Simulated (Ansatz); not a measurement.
# C: the cost of one run

Method: DFT PBE+D3(BJ), plane waves, PAW, scalar-relativistic, no spin polarisation, in Ansatz 0.2.0.

### 1 The starting structure

The cell holds 32 atoms (C32): a = 9.864 Å, b = 9.864 Å, c = 11.000 Å, α = 90.00°, β = 90.00°, γ = 120.00°.

Its coordinates follow in the input file.

### 2 Preparing the start

File input.yaml:

```yaml
crystal:
  lattice:
    - [9.864, 0.0, 0.0]
    - [-4.932, 8.542475, 0.0]
    - [0.0, 0.0, 11.0]
  atoms:
    - { symbol: C, position: [0.0, 0.0, 0.0909091] }
    - { symbol: C, position: [0.1666667, 0.0833333, 0.0909091] }
    - { symbol: C, position: [0.0, 0.25, 0.0909091] }
    - { symbol: C, position: [0.1666667, 0.3333333, 0.0909091] }
    - { symbol: C, position: [0.0, 0.5, 0.0909091] }
    - { symbol: C, position: [0.1666667, 0.5833333, 0.0909091] }
    - { symbol: C, position: [0.0, 0.75, 0.0909091] }
    - { symbol: C, position: [0.1666667, 0.8333333, 0.0909091] }
    - { symbol: C, position: [0.25, 0.0, 0.0909091] }
    - { symbol: C, position: [0.4166667, 0.0833333, 0.0909091] }
    - { symbol: C, position: [0.25, 0.25, 0.0909091] }
    - { symbol: C, position: [0.4166667, 0.3333333, 0.0909091] }
    - { symbol: C, position: [0.25, 0.5, 0.0909091] }
    - { symbol: C, position: [0.4166667, 0.5833333, 0.0909091] }
    - { symbol: C, position: [0.25, 0.75, 0.0909091] }
    - { symbol: C, position: [0.4166667, 0.8333333, 0.0909091] }
    - { symbol: C, position: [0.5, 0.0, 0.0909091] }
    - { symbol: C, position: [0.6666667, 0.0833333, 0.0909091] }
    - { symbol: C, position: [0.5, 0.25, 0.0909091] }
    - { symbol: C, position: [0.6666667, 0.3333333, 0.0909091] }
    - { symbol: C, position: [0.5, 0.5, 0.0909091] }
    - { symbol: C, position: [0.6666667, 0.5833333, 0.0909091] }
    - { symbol: C, position: [0.5, 0.75, 0.0909091] }
    - { symbol: C, position: [0.6666667, 0.8333333, 0.0909091] }
    - { symbol: C, position: [0.75, 0.0, 0.0909091] }
    - { symbol: C, position: [0.9166667, 0.0833333, 0.0909091] }
    - { symbol: C, position: [0.75, 0.25, 0.0909091] }
    - { symbol: C, position: [0.9166667, 0.3333333, 0.0909091] }
    - { symbol: C, position: [0.75, 0.5, 0.0909091] }
    - { symbol: C, position: [0.9166667, 0.5833333, 0.0909091] }
    - { symbol: C, position: [0.75, 0.75, 0.0909091] }
    - { symbol: C, position: [0.9166667, 0.8333333, 0.0909091] }
basis:
  ecutwfc: 420.0
kpoints:
  mp_grid: { grid: [1, 1, 1] }
hamiltonian:
  xc: pbe
  dispersion: d3bj
scf:
  occupations: { method: fermi_dirac, width: 0.02 }
  lower_state_search: "off"
relax:
  f_tol: 0.08
  max_steps: 25
  adjacent_minimum: "off"
```

Launch:

```bash
> ansatz run input.yaml --threads 1 --pin off --max-ram 3072MiB --backend cpu --events-out ev --progress --plain --runs-dir out
```

Q: Estimate wall time and peak memory on 1 thread of Arm Neoverse V1, shared host.

About 5.7 s, with a peak of 0.67 GiB.
